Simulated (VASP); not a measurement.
Here is a VASP 6.6.1 calculation.

POSCAR

```
HgSe
1.0
    0.0000000000      3.0390000000      3.0390000000
    3.0390000000      0.0000000000      3.0390000000
    3.0390000000      3.0390000000      0.0000000000
Hg Se
1 1
Direct
    0.0000000000      0.0000000000      0.0000000000
    0.7500000000      0.7500000000      0.7500000000
```

File INCAR.step1:

```
SYSTEM = HgSe
PREC = Accurate
ENCUT = 600
EDIFF = 1E-5
ISMEAR = -1
SIGMA = 0.05
LREAL = .False.
LASPH = .True.
NELM = 60
ALGO = Normal
LWAVE = .True.
LCHARG = .False.
GGA = PE
```

The input INCAR.step2:

```
SYSTEM = HgSe
PREC = Accurate
ENCUT = 600
EDIFF = 1E-7
ISMEAR = -1
SIGMA = 0.05
LREAL = .False.
LASPH = .True.
NELM = 60
ALGO = Normal
ISIF = 3
LWAVE = .False.
LCHARG = .False.
GGA = PE
LHFCALC = .True.
HFSCREEN = 0.3
PRECFOCK = Fast
IBRION = 2
NSW = 40
EDIFFG = -0.01
ISTART = 1
```

The input KPOINTS:

```
regular mesh
0
Gamma
  4 4 4
  0 0 0
```

Potentials or basis: VASP PAW PBE potentials, release 64 (Hg, Se).

Launch:

```console
$ cat potpaw_PBE.64/Hg/POTCAR potpaw_PBE.64/Se/POTCAR > POTCAR
$ cp INCAR.step1 INCAR
$ mpirun -np 1 vasp_std > vasp.out
$ cp INCAR.step2 INCAR
$ mpirun -np 1 vasp_std > vasp.out
```

Question: Estimate the relaxed volume.

Answer: 29.91 Å³/atom.

Question: Estimate the space group after relaxing (to 0.05 Å).

Answer: F-43m (No. 216).

Question: What does it give for the band gap on the k mesh?

Answer: None (metal or under the smearing width).

Question: What does it give for the relaxed cell?

Answer: a = 4.390 Å, b = 4.390 Å, c = 4.390 Å, α = 60.00°, β = 60.00°, γ = 60.00°.

Final structure:
```
Hg Se
1.0
     0.00000    3.10416    3.10416
     3.10416    0.00000    3.10416
     3.10416    3.10416    0.00000
Hg Se
1 1
Direct
  0.00000 0.00000 0.00000
  0.75000 0.75000 0.75000
```

Caveat: the k mesh is coarse (spacing up to 0.45 Å⁻¹), so the values aren't converged, least of all with exact exchange; the PAW data sets were made with another functional, which shifts forces and pressure a little. Spin-orbit coupling is left out, which matters for the levels of Hg.
